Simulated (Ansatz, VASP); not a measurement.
## One calculation of Be, two programs

```
CELL_PARAMETERS angstrom
2.50662 0.00000 0.00000
0.00000 3.47336 0.00000
0.00000 0.00000 3.47336
ATOMIC_POSITIONS crystal
Be 0.75000 0.75000 0.75000
Be 0.25000 0.25000 0.75000
Be 0.25000 0.75000 0.25000
Be 0.75000 0.25000 0.25000
```

Alike in both runs: functional PBE; dispersion D3(BJ); k mesh 16 × 12 × 12; occupations gaussian, width 0.1 eV; no spin polarisation.

Ansatz relaxed the structure, and its values are those at the end. VASP's run is a single point on that final structure, the one shown.

```csv
,VASP,Ansatz
version,VASP 6.6.1,Ansatz 0.2.0
potentials or method,"VASP PAW PBE potentials, release 64 (Be)","scalar-relativistic, plane waves, PAW"
plane-wave cutoff (eV),520,420
valence electrons in the cell,8,8
```

Ansatz gave:

| Item | Value |
| --- | --- |
| gap on the k mesh at the Fermi level (eV) | none |
| pressure (GPa) | -3.8 |

**Question.** Which values does VASP return?

**Answer.** gap on the k mesh at the Fermi level (eV): none; pressure (GPa): -3.6.

A gap of «none» marks a metal or a gap that the smearing closes. Ansatz warned: «structure_snapped_to_symmetry».

Caveats: pairwise dispersion overbinds metals, which lowers pressure and volume.
